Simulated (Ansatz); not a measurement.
Born–Oppenheimer molecular dynamics of a periodic cell of 16 atoms, TaN (start crystal TaN, start structure P-6m2, volume 1.05 times the crystal's). It starts from a structure without forces on its atoms.

All numbers below come from DFT PBE, scalar-relativistic, plane waves, PAW (Ansatz 0.2.0). Settings: accuracy low, PAW set soft_1, cutoff 420 eV, k mesh 2x2x2, fermi-dirac smearing 0.36 eV, no spin polarisation.

| Item | Value |
| --- | --- |
| ensemble | NVT, Langevin thermostat |
| time step | 1.12 fs |
| steps asked | 160 |
| set temperature | 4200 K |
| friction | 0.02 /fs |
| seed | 815756 |

First frame:

```xyz
16
Lattice="-2.9881 -5.1756 0.0000 4.4822 -2.5878 0.0000 0.0000 0.0000 5.8751" Properties=species:S:1:pos:R:3
Ta 0.000 -5.176 1.469
N 1.494 -4.313 0.000
Ta 0.000 -5.176 4.406
N 1.494 -4.313 2.938
Ta -1.494 -2.588 1.469
N 0.000 -1.725 0.000
Ta -1.494 -2.588 4.406
N 0.000 -1.725 2.938
Ta 1.494 -2.588 1.469
N 2.988 -1.725 0.000
Ta 1.494 -2.588 4.406
N 2.988 -1.725 2.938
Ta 0.000 0.000 1.469
N -1.494 -4.313 0.000
Ta 0.000 0.000 4.406
N -1.494 -4.313 2.938
```

Task: What does the run give?

Result: All steps were run.

| Item | Value |
| --- | --- |
| steps done | 160 |
| time covered | 179.2 fs |
| mean temperature over the second half | 4239 K |
| spread of the potential energy over the second half | 47.5 meV per atom |
| mean potential energy of the second half above the start | 464.3 meV per atom |

A run of 0.18 ps of so small a system gives no equilibrium averages. Limits of this set-up: coarse k mesh, low accuracy level.

Task: What happens to the structure?

Result: Mean squared displacements from the first frame to the last, about the centre of mass: Ta 0.06 Å², N 0.07 Å². The details hang on the random start.

Task: How do temperature and energy run in time?

Result: 
| time (fs) | T (K) | potential energy less start (eV) |
| --- | --- | --- |
| 0.0 | 3938 | 0.000 |
| 9.0 | 3089 | 2.504 |
| 17.9 | 2375 | 4.653 |
| 26.9 | 3198 | 4.469 |
| 35.8 | 2421 | 6.664 |
| 44.8 | 2710 | 8.700 |
| 53.8 | 2490 | 8.651 |
| 62.7 | 3739 | 7.155 |
| 71.7 | 4220 | 7.245 |
| 80.6 | 3688 | 8.678 |
| 89.6 | 4540 | 7.942 |
| 98.6 | 4429 | 7.081 |
| 107.5 | 4926 | 7.671 |
| 116.5 | 3849 | 9.270 |
| 125.4 | 4354 | 6.930 |
| 134.4 | 3971 | 6.617 |
| 143.4 | 4172 | 6.584 |
| 152.3 | 4033 | 7.402 |
| 161.3 | 4597 | 7.562 |
| 170.2 | 4444 | 7.042 |
| 179.2 | 3323 | 8.205 |

Run time: 16 min on 1 thread of Arm Neoverse V2, on a shared host, peak memory 0.54 GiB.
